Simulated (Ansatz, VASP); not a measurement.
# BeTe in VASP and in Ansatz

The input INCAR:

```
ALGO = Normal
EDIFF = 1E-6
ENCUT = 520
ISIF = 2
ISMEAR = 0
LASPH = T
LCHARG = F
LREAL = F
LWAVE = F
NBANDS = 16
NELM = 60
PREC = Accurate
SIGMA = 0.01
```

The input KPOINTS:

```
k-points
0
Gamma
  12 12 4
```

File POSCAR:

```
BeTe
1.0
    4.0308527429      0.0000000000      0.0000000000
   -2.0154263714      3.4908208742      0.0000000000
    0.0000000000      0.0000000000      8.1440445297
Be Te
2 2
Direct
    0.3333333333      0.6666666667      0.2500000000
    0.6666666667      0.3333333333      0.7500000000
    0.6666666667      0.3333333333      0.2500000000
    0.3333333333      0.6666666667      0.7500000000
```

Input for Ansatz:

```yaml
crystal:
  lattice:
    - [4.0308527429, 0.0, 0.0]
    - [-2.0154263714, 3.4908208742, 0.0]
    - [0.0, 0.0, 8.1440445297]
  atoms:
    - { symbol: Be, position: [0.3333333333, 0.6666666667, 0.25] }
    - { symbol: Be, position: [0.6666666667, 0.3333333333, 0.75] }
    - { symbol: Te, position: [0.6666666667, 0.3333333333, 0.25] }
    - { symbol: Te, position: [0.3333333333, 0.6666666667, 0.75] }
kpoints:
  mp_grid: { grid: [12, 12, 4] }
  band_path:
    path:
      - [0.0, 0.0, 0.0]
      - [0.5, 0.0, 0.0]
      - [0.3333333333, 0.3333333333, 0.0]
      - [0.0, 0.0, 0.5]
      - [0.5, 0.0, 0.5]
      - [0.3333333333, 0.3333333333, 0.5]
      - [0.229167, 0.234375, 0.0]
      - [0.0, -0.5, 0.302083]
      - [0.0, -0.5, 0.25]
    npoints: 1
hamiltonian:
  xc: lda
scf:
  occupations: { method: fixed }
  n_extra_bands: 5
output:
  forces: true
  stress: true
  eigenvalues: true
```

Alike in both runs: task single point; functional LDA; k mesh 12 × 12 × 4; no spin polarisation.

```csv
,VASP,Ansatz
version,VASP 6.6.1,Ansatz 0.2.0
potentials or method,"VASP PAW LDA potentials, release 64 (Be, Te)","plane waves, PAW"
plane-wave cutoff (eV),520,420
occupations,"gaussian, width 0.01 eV",fixed
valence electrons in the cell,16,36
```

|  | VASP | Ansatz | Ansatz less VASP |
| --- | --- | --- | --- |
| gap on the k mesh at the Fermi level (eV) | 2.48 | 2.49 | +0.013 |
| pressure (GPa) | -2.0 | -2.2 | -0.17 |
| largest component of the traceless stress (GPa) | 0.84 | 1.00 | +0.158 |

The two sets of potentials don't hold the same shells in valence.

Caveats: spin-orbit coupling is left out, which moves the levels of the heavy elements. As with any semilocal functional, this LDA gap is likely too small. A k mesh can miss the band edges.
